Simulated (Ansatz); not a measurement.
## Calculated ⁹⁷Mo nuclear quadrupole resonance for Te2Mo at a changed volume

Cell: a structure deposited in the COD, relaxed with PBE at fixed cell and then changed (volume scaled by 1.02, ions relaxed).

```xyz
12
Lattice="6.3719 0.0000 0.0000 0.0000 3.4920 0.0000 -0.9531 0.0000 13.9192" Properties=species:S:1:pos:R:3 pbc="T T T"
Te    3.2152    2.6190    4.8982
Te    2.2036    0.8730    9.0210
Te    3.6459    0.8730    1.4345
Te    1.7730    2.6190   12.4847
Te    0.4762    2.6190    2.0664
Te    4.9426    0.8730   11.8528
Te   -0.0261    0.8730    5.5208
Te    5.4449    2.6190    8.3984
Mo    1.5611    2.6190    7.0540
Mo    3.8578    0.8730    6.8652
Mo    1.1480    0.8730    0.1064
Mo    4.2709    2.6190   13.8128
```

Atom numbers follow the list; atoms alike are taken as one site, whose name carries the number of the first.

The numbers come from a DFT calculation in Ansatz (PBE, plane waves and PAW, scalar-relativistic, 420 eV cutoff, Γ-centred 7×13×4 k-points, Fermi–Dirac smearing 0.05 eV).

⁹⁷Mo: I = 5/2, Q = 255.0 mb (year-2017 value). Static lattice, zero field.

Question: Predict the zero-field ⁹⁷Mo lines of each site.

Answer: For I = 5/2 and η = 0 the lines are 3|C_Q|/20 and twice that; η pulls their ratio below 2. At large η the states mix, and weaker lines appear at sums of the main ones; lines under 5 % of the strongest are left out.

```json
{"site": "Mo9", "atoms": "9, 10", "V_zz (10²¹ V/m²)": "-7.37", "C_Q (MHz)": "-45.4", "η": "0.78", "line frequencies (MHz)": "10.3, 12.5, 22.8"}
{"site": "Mo11", "atoms": "11, 12", "V_zz (10²¹ V/m²)": "-7.52", "C_Q (MHz)": "-46.4", "η": "0.77", "line frequencies (MHz)": "10.5, 12.7, 23.2"}
```

Question: And for Mo-95 (I = 5/2, Q = -22.00 mb) on Mo11?

Answer: C_Q scales with Q to 4.00 MHz, with lines at 0.905, 1.10, 2.00 MHz.

With no gap above 0.1 eV, as in a metal, the gradients converge slowly in k; expect changes of a tenth or more on a denser mesh. Without spin–orbit coupling the gradients at and beside Te can be off by some per cent, at some sites by more.
